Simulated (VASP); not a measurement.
# Si3N4 (P6_3) in VASP: a series of runs

One crystal, Si3N4, is run at these levels: PBE; tasks: relaxation of cell and atoms.

Program: VASP 6.6.1. These are calculated values, not measurements. Logs are shortened: lines on timing, memory, paths and dates and some standing lists are left out, and cuts for length are marked.

### 1 Starting point

Symmetry: P6_3, No. 173, hexagonal system. Conventional cell: a = 7.595 Å, b = 7.595 Å, c = 2.902 Å, α = 90.00°, β = 90.00°, γ = 120.00°. Si (site symmetry 1) is surrounded by 3 N at 1.70 to 1.77 Å. Around N (site symmetry 1) lie 3 Si at 1.70 to 1.77 Å. N (site symmetry 3) is surrounded by 6 Si at 2.23 to 2.29 Å and 3 N at 2.45 Å.

### 2 Relaxation of cell and atoms, PBE

Contents of INCAR:

```
PREC     = Accurate       # precision mode
ENCUT    = 520            # plane-wave cutoff, eV
EDIFF    = 1E-6           # SCF threshold, eV
ISMEAR   = 0              # smearing method
SIGMA    = 0.1            # smearing width, eV
LREAL    = False          # projectors in reciprocal space
LASPH    = True           # aspherical terms in the spheres
NELM     = 120            # most SCF steps
ALGO     = Normal         # electronic algorithm
ISIF     = 3              # what is computed and relaxed
LWAVE    = False          # write WAVECAR
LCHARG   = False          # write CHGCAR
GGA      = PE             # functional
IBRION   = 2              # ionic algorithm
NSW      = 90             # ionic steps
EDIFFG   = -0.01          # ionic threshold
KPAR     = 8
```

Contents of KPOINTS:

```
Automatic mesh
0
Gamma
  4 4 9
```

Contents of POSCAR:

```
Si3N4
1.0
    7.5950000000      0.0000000000      0.0000000000
   -3.7975000000      6.5774629400      0.0000000000
    0.0000000000      0.0000000000      2.9023000000
Si N
6 8
Direct
    0.7687000000      0.1744000000      0.2500000000
    0.5943000000      0.7687000000      0.7500000000
    0.8256000000      0.5943000000      0.2500000000
    0.2313000000      0.8256000000      0.7500000000
    0.4057000000      0.2313000000      0.2500000000
    0.1744000000      0.4057000000      0.7500000000
    0.0297000000      0.3295000000      0.2650000000
    0.7002000000      0.0297000000      0.7650000000
    0.6705000000      0.7002000000      0.2650000000
    0.9703000000      0.6705000000      0.7650000000
    0.2998000000      0.9703000000      0.2650000000
    0.3295000000      0.2998000000      0.7650000000
    0.3333333300      0.6666666700      0.2344000000
    0.6666666700      0.3333333300      0.7344000000
```

Potentials or basis: VASP PAW PBE potentials, release 64 (Si, N).

Started as:

```sh
$ cat potpaw_PBE.64/Si/POTCAR potpaw_PBE.64/N/POTCAR > POTCAR
$ mpirun -np 8 vasp_std > vasp.out
```

OUTCAR:

```text
PREC = Accurate
   ENCUT = 520
   EDIFF = 1E-6
   ISMEAR = 0
   LREAL = False
   LASPH = True
   NELM = 120
   ISIF = 3
   GGA = PE
   IBRION = 2
   NSW = 90
   EDIFFG = -0.01

 ion  position               nearest neighbor table
   1  0.769  0.174  0.250-   8 1.70   7 1.73   8 1.77  14 2.23  14 2.29   3 3.00   5 3.00   2 3.05
                             2 3.05   6 3.05   6 3.05
   2  0.594  0.769  0.750-   9 1.70   8 1.73   9 1.77  13 2.23  13 2.29   6 3.00   4 3.00   1 3.05
                             1 3.05   3 3.05   3 3.05
   3  0.826  0.594  0.250-  10 1.70   9 1.73  10 1.77  14 2.23  14 2.29   1 3.00   5 3.00   4 3.05
                             4 3.05   2 3.05   2 3.05
   4  0.231  0.826  0.750-  11 1.70  10 1.73  11 1.77  13 2.23  13 2.29   6 3.00   2 3.00   5 3.05
                             5 3.05   3 3.05   3 3.05
   5  0.406  0.231  0.250-  12 1.70  11 1.73  12 1.77  14 2.23  14 2.29   3 3.00   1 3.00   4 3.05
                             4 3.05   6 3.05   6 3.05
   6  0.174  0.406  0.750-   7 1.70  12 1.73   7 1.77  13 2.23  13 2.29   4 3.00   2 3.00   1 3.05
                             1 3.05   5 3.05   5 3.05
   7  0.030  0.330  0.265-   6 1.70   1 1.73   6 1.77
   8  0.700  0.030  0.765-   1 1.70   2 1.73   1 1.77
   9  0.670  0.700  0.265-   2 1.70   3 1.73   2 1.77
  10  0.970  0.670  0.765-   3 1.70   4 1.73   3 1.77
  11  0.300  0.970  0.265-   4 1.70   5 1.73   4 1.77
  12  0.330  0.300  0.765-   5 1.70   6 1.73   5 1.77
  13  0.333  0.667  0.234-   4 2.23   6 2.23   2 2.23   4 2.29   6 2.29   2 2.29
  14  0.667  0.333  0.734-   1 2.23   3 2.23   5 2.23   1 2.29   3 2.29   5 2.29

  LATTYP: Found a hexagonal cell.
 ALAT       =     7.5950000000
 C/A-ratio  =     0.3821329822

  Lattice vectors:

 A1 = (   7.5950000000,   0.0000000000,   0.0000000000)
 A2 = (  -3.7975000000,   6.5774629400,   0.0000000000)
 A3 = (   0.0000000000,   0.0000000000,   2.9023000000)

Analysis of symmetry for initial positions (statically):
=====================================================================
 Subroutine PRICEL returns:
 Original cell was already a primitive cell.

 Routine SETGRP: Setting up the symmetry group for a
 hexagonal supercell.

 Subroutine GETGRP returns: Found  6 space group operations
 (whereof  3 operations were pure point group operations)
 out of a pool of 24 trial point group operations.

The static configuration has the point symmetry C_3 .
 The point group associated with its full space group is C_6 .

Analysis of symmetry for dynamics (positions and initial velocities):
=====================================================================
 Subroutine PRICEL returns:
 Original cell was already a primitive cell.

 Routine SETGRP: Setting up the symmetry group for a
 hexagonal supercell.

 Subroutine GETGRP returns: Found  6 space group operations
 (whereof  3 operations were pure point group operations)
 out of a pool of 24 trial point group operations.

The dynamic configuration has the point symmetry C_3 .
 The point group associated with its full space group is C_6 .

 Subroutine INISYM returns: Found  6 space group operations
 (whereof  3 operations are pure point group operations),
 and found     1 'primitive' translations

----------------------------------------------------------------------------------------

                                     Primitive cell

  volume of cell :     144.9868

  direct lattice vectors                    reciprocal lattice vectors
     7.595000000  0.000000000  0.000000000     0.131665569  0.076017152  0.000000000
    -3.797500000  6.577462940  0.000000000     0.000000000  0.152034304  0.000000000
     0.000000000  0.000000000  2.902300000     0.000000000  0.000000000  0.344554319

  length of vectors
     7.595000000  7.594999998  2.902300000     0.152034304  0.152034304  0.344554319

  position of ions in fractional coordinates (direct lattice)
     0.768700000  0.174400000  0.250000000
     0.594300000  0.768700000  0.750000000
     0.825600000  0.594300000  0.250000000
     0.231300000  0.825600000  0.750000000
     0.405700000  0.231300000  0.250000000
     0.174400000  0.405700000  0.750000000
     0.029700000  0.329500000  0.265000000
     0.700200000  0.029700000  0.765000000
     0.670500000  0.700200000  0.265000000
     0.970300000  0.670500000  0.765000000
     0.299800000  0.970300000  0.265000000
     0.329500000  0.299800000  0.765000000
     0.333333330  0.666666670  0.234400000
     0.666666670  0.333333330  0.734400000

  ion indices of the primitive-cell ions
   primitive index   ion index
                 1           1
                 2           2
                 3           3
                 4           4
                 5           5
                 6           6
                 7           7
                 8           8
                 9           9
                10          10
                11          11
                12          12
                13          13
                14          14

----------------------------------------------------------------------------------------

 KPOINTS: Automatic mesh

Automatic generation of k-mesh.
 Grid dimensions read from file:
 generate k-points for:    4    4    9

 Generating k-lattice:

  Cartesian coordinates                     Fractional coordinates (reciprocal lattice)
     0.032916392  0.019004288  0.000000000     0.250000000 -0.000000000  0.000000000
     0.000000000  0.038008576  0.000000000     0.000000000  0.250000000  0.000000000
     0.000000000  0.000000000  0.038283813     0.000000000  0.000000000  0.111111111

  Length of vectors
     0.038008576  0.038008576  0.038283813

  Shift w.r.t. Gamma in fractional coordinates (k-lattice)
     0.000000000  0.000000000  0.000000000

 Subroutine IBZKPT returns following result:
 ===========================================

 Found     20 irreducible k-points:

 Following reciprocal coordinates:
            Coordinates               Weight
  0.000000  0.000000  0.000000      1.000000
  0.250000  0.000000  0.000000      6.000000
  0.500000  0.000000  0.000000      3.000000
  0.250000  0.250000  0.000000      6.000000
  0.000000  0.000000  0.111111      2.000000
  0.250000  0.000000  0.111111     12.000000
[... 12 lines left out ...]
  0.500000  0.000000  0.444444      6.000000
  0.250000  0.250000  0.444444     12.000000
   k-points           NKPTS =     20   k-points in BZ     NKDIM =     20   number of bands    NBANDS=     40
   number of dos      NEDOS =    301   number of ions     NIONS =     14
   total plane-waves  NPLWV =  75264
   dimension x,y,z NGX =    56 NGY =   56 NGZ =   24
   dimension x,y,z NGXF=   112 NGYF=  112 NGZF=   48
   ions per type =               6   8
   NGX,Y,Z   is equivalent  to a cutoff of  12.26, 12.26, 13.75 a.u.
   NGXF,Y,Z  is equivalent  to a cutoff of  24.52, 24.52, 27.49 a.u.
 SYSTEM =  unknown system
   PREC   = accura    normal or accurate (medium, high low for compatibility)
   ISTART =      0    job   : 0-new  1-cont  2-samecut
   ICHARG =      2    charge: 1-file 2-atom 10-const
   ISPIN  =      1    spin polarized calculation?
   LNONCOLLINEAR =      F non collinear calculations
   LSORBIT =      F    spin-orbit coupling
   LASPH  =      T    aspherical Exc in radial PAW
   ENCUT  =  520.0 eV  38.22 Ry    6.18 a.u.  14.12 14.12  5.40*2*pi/ulx,y,z
   NELM   =    120;   NELMIN=  2; NELMDL= -5     # of ELM steps
   EDIFF  = 0.1E-05   stopping-criterion for ELM
   LREAL  =      F    real-space projection
   EDIFFG = -.1E-01   stopping-criterion for IOM
   NSW    =     90    number of steps for IOM
   IBRION =      2    ionic relax: 0-MD 1-quasi-New 2-CG
   NFREE  =      1    steps in history (QN), initial steepest desc. (CG)
   ISIF   =      3    stress and relaxation
   ISYM   =      2    0-nonsym 1-usesym 2-fastsym
   POTIM  = 0.5000    time-step for ionic-motion
   TEBEG  =    0.0;   TEEND  =   0.0 temperature during run
   PSTRESS=    0.0 pullay stress
   NELECT =      64.0000    total number of electrons
   NUPDOWN=      -1.0000    fix difference up-down
   EMIN   =  10.00;   EMAX   =-10.00  energy-range for DOS
   EFERMI =   0.00;   METHOD = LEGACY
   ISMEAR =     0;   SIGMA  =   0.10  broadening in eV -4-tet -1-fermi 0-gaus
   EFERMI_NEDOS =   21; number of points for ismear=-14 and -15
   IALGO  =     38    algorithm
   IMIX   =      4    mixing-type and parameters
     AMIX     =   0.40;   BMIX     =  1.00
     AMIX_MAG =   1.60;   BMIX_MAG =  1.00
  volume/ion in A,a.u.               =      10.36        69.89
  Fermi-wavevector in a.u.,A,eV,Ry     =   1.246499  2.355542 21.140191  1.553760
  Thomas-Fermi vector in A             =   2.380674
   LORBIT       =      0    0 simple, 1 ext, 2 COOP (PROOUT), +10 PAW based schemes
   GGA     = PE    functional components
   LHFCALC =     F    Hartree Fock is set to
   AEXX    =    0.0000 exact exchange contribution
   IVDW    =     0    specifies the selected vdW correction
   LEPSILON=     F    determine dielectric tensor
   LRPA    =     F    only Hartree local field effects (RPA)
 conjugate gradient relaxation of ions
 non-spin polarized calculation
 Gauss-broadening in eV      SIGMA  =   0.10
  energy-cutoff  :      520.00
  volume of cell :      144.99
 maximum number of plane-waves:      3965
   NGX = 29   NGY = 29   NGZ = 11

--------------------------------------- Ionic step        1  -------------------------------------------

 number of electron      63.9999998 magnetization

 Free energy of the ion-electron system (eV)
  ---------------------------------------------------
  ext. energy  EPLUGINS =         0.00000000
  ---------------------------------------------------
  free energy    TOTEN  =      -104.45501511 eV

  energy without entropy =     -104.45501511  energy(sigma->0) =     -104.45501511

------------------------ aborting loop because EDIFF is reached ----------------------------------------

  FORCE on cell =-STRESS in cart. coord.  units (eV):
  Direction    XX          YY          ZZ          XY          YZ          ZX
  --------------------------------------------------------------------------------------
  -------------------------------------------------------------------------------------
  Total       10.2678669     10.2678669    -27.0460631     -0.0000003      0.0000000      0.0000000
  in kB      113.4651061    113.4651061   -298.8726330     -0.0000032      0.0000000      0.0000000
  external PRESSURE =     -23.9808069 kB  Pullay stress =       0.0000000 kB
[... 125 lines left out ...]
  FREE ENERGIE OF THE ION-ELECTRON SYSTEM (eV)
  ---------------------------------------------------
  free  energy   TOTEN  =      -106.6261606630 eV

  energy  without entropy=     -106.6261606630  energy(sigma->0) =     -106.62616066

[... ionic steps 4 to 32 ...]

--------------------------------------- Ionic step       33  -------------------------------------------

 number of electron      64.0000003 magnetization

------------------------ aborting loop because EDIFF is reached ----------------------------------------

  FORCE on cell =-STRESS in cart. coord.  units (eV):
  Direction    XX          YY          ZZ          XY          YZ          ZX
  --------------------------------------------------------------------------------------
  -------------------------------------------------------------------------------------
  Total       -0.0551552     -0.0551552      0.1600142     -0.0000001      0.0000000      0.0000000
  in kB       -0.5944732     -0.5944732      1.7246648     -0.0000006      0.0000000      0.0000000
  external PRESSURE =       0.1785728 kB  Pullay stress =       0.0000000 kB
[... 81 lines left out ...]
  energy  without entropy=     -114.5414450425  energy(sigma->0) =     -114.54144504

--------------------------------------- Ionic step       35  -------------------------------------------

 number of electron      64.0000003 magnetization

 Free energy of the ion-electron system (eV)
  ---------------------------------------------------
  ext. energy  EPLUGINS =         0.00000000
  ---------------------------------------------------
  free energy    TOTEN  =      -114.54149857 eV

  energy without entropy =     -114.54149857  energy(sigma->0) =     -114.54149857

 E-fermi :   6.9546     XC(G=0): -10.7125

 val. band max:        6.5256135938   @ k =   0.0000   0.0000   0.2222
 cond. band min:      10.8016468216   @ k =   0.0000   0.0000   0.0000
 fundamental gap:      4.2760332278
 Fermi energy:         6.9545840156

 k-point     1 :       0.0000    0.0000    0.0000
  band No.  band energies     occupation
      1     -11.5245      2.00000
      2     -10.1046      2.00000
      3     -10.1046      2.00000
      4      -9.4740      2.00000
      5      -9.3351      2.00000
      6      -9.3351      2.00000
[... 890 lines left out ...]
  FREE ENERGIE OF THE ION-ELECTRON SYSTEM (eV)
  ---------------------------------------------------
  free  energy   TOTEN  =      -114.5414985745 eV

  energy  without entropy=     -114.5414985745  energy(sigma->0) =     -114.54149857

 reached required accuracy - stopping structural energy minimisation
```

It took 9.6 min on 8 MPI ranks of Intel Xeon Platinum 8488C (Sapphire Rapids), shared host; peak memory 0.35 GiB.

Results:

- Free energy: -114.5415 eV
- Relaxed volume: 10.62 Å³/atom
- Relaxed cell: a = 7.662 Å, b = 7.662 Å, c = 2.925 Å, α = 90.00°, β = 90.00°, γ = 120.00°
- Space group after relaxing (to 0.05 Å): P6_3/m (No. 176)
- Energy gained by relaxing: 720.5 meV/atom
- Ionic steps: 35
- Pressure after relaxing: -0.1 GPa
- Largest force after relaxing: 0.004 eV/Å
- Band gap on the k mesh: 4.28 eV, indirect (least direct gap 4.45 eV)

Forces in eV/Å, atoms in the order of the input:
```
Si   0.001 -0.004 -0.001
Si   0.004 -0.001 -0.001
Si   0.003  0.003 -0.001
Si  -0.001  0.004 -0.001
Si  -0.004  0.001 -0.001
Si  -0.003 -0.003 -0.001
N    0.002  0.001  0.001
N    0.001  0.002  0.001
N   -0.002  0.002  0.001
N   -0.002 -0.001  0.001
N   -0.001 -0.002  0.001
N    0.002 -0.002  0.001
N    0.000  0.000  0.001
N    0.000  0.000  0.001
```

The path:
```tsv
step	energy change (eV)	largest force (eV/Å)	pressure (GPa)	volume (Å³)
1	0.0000	2.4738	-2.40	144.99
2	-1.3529	2.0581	1.08	140.94
3	-2.1711	1.7380	-1.44	142.64
4	-2.7085	2.6548	2.08	140.55
5	-2.8521	3.0654	7.29	138.55
6	-2.9554	3.1315	7.64	138.43
7	-3.2554	3.2307	8.80	138.05
8	-3.7567	3.0469	11.73	137.31
9	-4.0497	2.8330	19.81	135.82
10	-4.8499	3.0259	17.48	137.13
11	-6.2063	4.1026	11.97	141.04
12	-6.3592	4.5266	9.76	142.76
13	-7.2706	2.8646	4.69	145.01
14	-7.9974	1.5714	-4.54	149.96
15	-8.2739	1.4573	-3.96	149.24
16	-8.7929	1.2980	-1.36	147.04
17	-8.2291	2.6566	8.30	142.42
18	-8.8504	1.4058	0.41	145.95
19	-9.1791	0.8212	1.41	145.36
20	-9.4014	1.4382	4.05	144.28
21	-9.6493	0.7765	1.27	146.28
22	-9.6965	0.8516	-0.38	147.58
23	-9.8396	0.6590	-0.57	148.05
24	-9.9576	0.7815	-0.96	148.94
25	-10.0658	0.2595	-0.06	148.54
26	-10.0755	0.2200	0.36	148.38
27	-10.0810	0.1622	0.05	148.63
28	-10.0824	0.1354	0.14	148.55
29	-10.0845	0.1016	-0.13	148.72
30	-10.0847	0.0863	-0.25	148.79
31	-10.0859	0.0476	0.01	148.64
32	-10.0861	0.0264	0.17	148.55
33	-10.0864	0.0365	0.02	148.65
34	-10.0864	0.0211	0.06	148.62
35	-10.0865	0.0038	-0.08	148.71
```

Final structure:
```xyz
14
Lattice="7.6615 0.0000 0.0000 -3.8308 6.6351 0.0000 0.0000 0.0000 2.9253" Properties=species:S:1:pos:R:3 pbc="T T T"
Si    5.2206    1.1614    0.9526
Si    1.6045    5.1019    2.4152
Si    4.0454    3.9405    0.9526
Si   -1.3899    5.4737    2.4152
Si    2.2262    1.5332    0.9526
Si   -0.2147    2.6946    2.4152
N    -1.0280    2.1896    0.9526
N     5.2513    0.2045    2.4152
N     2.4486    4.6500    0.9526
N     4.8588    4.4455    2.4152
N    -1.4205    6.4306    0.9526
N     1.3822    1.9851    2.4152
N     0.0000    4.4234    2.4150
N     3.8308    2.2117    0.9524
```

Caveat: an odd mesh through Γ misses points on the zone boundary, where band edges often lie. PBE gaps usually lie below the measured ones, often by a third to a half.

(Part 1 of 2 ends here.)
